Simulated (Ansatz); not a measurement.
# AlCo$_{3}$: energy against total moment

Computed with DFT PBEsol, scalar-relativistic, plane waves, PAW (Ansatz 0.2.0).

```yaml
crystal:
  lattice:
    - [3.57495, 0.00000, 0.00000]
    - [0.00000, 3.57495, 0.00000]
    - [0.00000, 0.00000, 3.57495]
  atoms:
    - { symbol: Al, position: [0.00000, 0.00000, 0.00000] }
    - { symbol: Co, position: [0.50000, 0.50000, 0.00000] }
    - { symbol: Co, position: [0.50000, 0.00000, 0.50000] }
    - { symbol: Co, position: [0.00000, 0.50000, 0.50000] }
```

| Quantity | Value |
| --- | --- |
| plane-wave cutoff | 420 eV |
| Γ-centred k-mesh | 12×12×12 |
| occupation rule | Gaussian smearing, 0.1 eV |

The total moment of the cell is held at each value, at fixed atoms.

Site moments are spin moments in atom-centred spheres that scale with the neighbour distance.

```
held moment (μB/cell) E above lowest (meV/atom) P (GPa) site moments (μB)
                 0.00                       35.5    -13.8           none over 0.05
                 1.50                          ?        ?                        ?
                 3.00                        0.0     -9.9  Al -0.05, Co +1.05 (×3)
                 4.50                       12.7     -5.1            Co +1.53 (×3)
                 6.00                      201.5      2.8            Co +1.94 (×3)
                 7.50                      615.7     12.2  Al +0.16, Co +2.30 (×3)
                 9.00                     1378.7     27.5  Al +0.30, Co +2.64 (×3)
                10.50                          ?        ?                        ?
                12.00                          ?        ?                        ?
```

Task: Fill in the withheld rows.

Result: The withheld rows:

```
held moment (μB/cell) E above lowest (meV/atom) P (GPa) site moments (μB)
                 1.50                       19.0    -12.9            Co +0.52 (×3)
                10.50                     2408.1     43.8  Al +0.45, Co +2.96 (×3)
                12.00                     3749.1     61.9  Al +0.60, Co +3.25 (×3)
```

Cost: 9 runs of about 2.3 core-minutes in all, on Intel Xeon Platinum 8375C (Ice Lake) (shared hosts).